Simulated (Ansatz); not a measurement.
# SnO₂: the gap under strain

SnO₂, P4_2/mnm, a = 4.760 Å, c = 3.201 Å. Ansatz: r2SCAN, PAW, 500 eV, Γ-centred 6×6×8 mesh on 6 atoms, Gaussian smearing 0.02 eV; no spin polarisation. Series: strain along c alone, the other axes held, atoms relaxed; x is the strain in per cent. The gap is sought over the whole zone.

```tsv
x (%)	gap y (eV)
-6.0	?
-4.0	2.332
-2.0	2.053
0.0	1.768
2.0	1.482
4.0	1.202
6.0	0.933
```

Fit y = E0 + c1 x + c2 x² to the other rows, give the deformation potential for this strain, and predict the missing gap.

Least squares on the rows shown. y = 1.7655 − 0.14111 x + 0.00031250 x². The deformation potential is 100 c1 = -14.11 eV per unit strain. At x = -6.0 the fit asked for gives 2.623 eV. The run gave 2.597 eV, so the fit is 0.026 eV too high, 1.6 % of the span of the series, against an rms of 0.003 eV on the fitted rows. The row lies outside the fitted range. With a term in x³ added, a fit to the same known rows predicts 2.599 eV, so most of the miss is curvature that the known rows already hold.

Semilocal functionals give gaps under the measured ones; changes of the gap mostly carry over better.